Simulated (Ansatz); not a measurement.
**PbF2 (fluorite structure)**

**The experiment.** The Crystallography Open Database holds a cell as deposited of cubic PbF2 (space group Fm-3m), temperature not stated (2011, doi:10.1127/0935-1221/2011/0023-2136): a = 5.931 Å, 17.38 Å³/atom.

Method: r²SCAN, scalar-relativistic; no spin polarisation; PAW, 500 eV, 8×8×8 k-mesh, Gaussian smearing of 0.05 eV; code Ansatz; PAW files: Ansatz's generated set soft_2.

```cif
data_structure
_symmetry_space_group_name_H-M 'Fm-3m'
_symmetry_Int_Tables_number 225
_cell_length_a 5.9209
_cell_length_b 5.9209
_cell_length_c 5.9209
_cell_angle_alpha 90.000
_cell_angle_beta 90.000
_cell_angle_gamma 90.000
_cell_volume 207.57
loop_
_atom_site_label
_atom_site_type_symbol
_atom_site_symmetry_multiplicity
_atom_site_Wyckoff_symbol
_atom_site_fract_x
_atom_site_fract_y
_atom_site_fract_z
_atom_site_occupancy
Pb1 Pb 4 a 0.00000 0.00000 0.00000 1
F1 F 8 c 0.25000 0.75000 0.75000 1
```

The start was a prototype's sites filled with these elements; the Crystallography Open Database holds the compound in this structure.

The cell above was scaled in volume, its shape and atoms being fixed by the lattice's symmetry. Energies are counted from the cell above.

The cell is relaxed to zero pressure at this level.

```csv
V (Å³/atom),ΔE (meV/atom),P from the stress (GPa)
16.606,7.27,3.49
16.952,1.76,1.65
17.298,0.00,0.01
17.644,1.57,-1.45
17.990,6.14,-2.75
18.508,17.86,-4.44
```

Q: Do the energies and the pressures agree? Compare −ΔE/ΔV between neighbouring points (1 meV/Å³ = 0.1602 GPa) with the mean of their pressures.

A: 
```tsv
interval (Å³/atom)	−ΔE/ΔV (GPa)	mean P (GPa)
16.61 to 16.95	2.6	2.6
16.95 to 17.30	0.8	0.8
17.30 to 17.64	-0.7	-0.7
17.64 to 17.99	-2.1	-2.1
17.99 to 18.51	-3.6	-3.6
```
They differ by 0.02 GPa at most.

Q: What do the two routes give for V0, B0 and B0′?

A: A third-order Birch–Murnaghan fit of the energies: V0 = 17.30 Å³/atom, B0 = 77 GPa, B0′ = 4.7. A polynomial of P in ln V, with B = −dP/d ln V at P = 0: V0 = 17.30 Å³/atom, B0 = 77 GPa, B0′ = 4.8.

B0·V0 = 77.2 GPa × 17.30 Å³ = 8.34 eV/atom sets the scale: near the minimum ΔE ≈ ½ B0 V0 x², with x = V/V0 − 1, and a pressure of 0.8 GPa squeezes the volume by about 1 %. At the ends of the curve: x = −4.0 % predicts 6.7 meV/atom and the run gives 7.3; x = +7.0 % predicts 20.3 meV/atom and the run gives 17.9. The lopsidedness is anharmonic: atoms resist being pushed together more than being pulled apart.

**Comparison.** The computed cell (5.921 Å, 17.30 Å³/atom) differs from the database's by −0.5 % in volume, about −0.2 % in length. Agreement this close is partly luck: the calculation is for a static lattice, the crystal has zero-point motion and thermal expansion, roughly 0.9 to 2.3 % in volume at 300 K (room temperature assumed) by Grüneisen's rule, γ·3k_BT/(B0·V0) with γ of 1 to 2.5.

 Spin–orbit coupling, which matters for such heavy elements, is left out.

The equation of state describes a moderately stiff ionic solid. Its resistance to compression comes from the overlap repulsion between the closed shells of Pb²⁺ and F⁻, which rises more steeply than the Madelung attraction as the ions approach. The Pb 6s² pair stays stereochemically inactive here, because the inversion-symmetric cubic site forbids the on-site 6s–6p mixing that would push it to one side.

The bulk modulus of 77 GPa is noticeably above the values measured for cubic PbF2 at room temperature, although the volume agrees well. Part of the excess is expected from a static lattice, since thermal expansion weakens the repulsion that sets the curvature; the rest probably lies with the functional. The match between energies and stresses shows that the curve is numerically sound, but does not test its physical accuracy.

The compressed points describe fluorite held in its own structure: PbF2 is known to transform to the denser cotunnite form under modest pressure, and a single-phase curve cannot locate that transition.
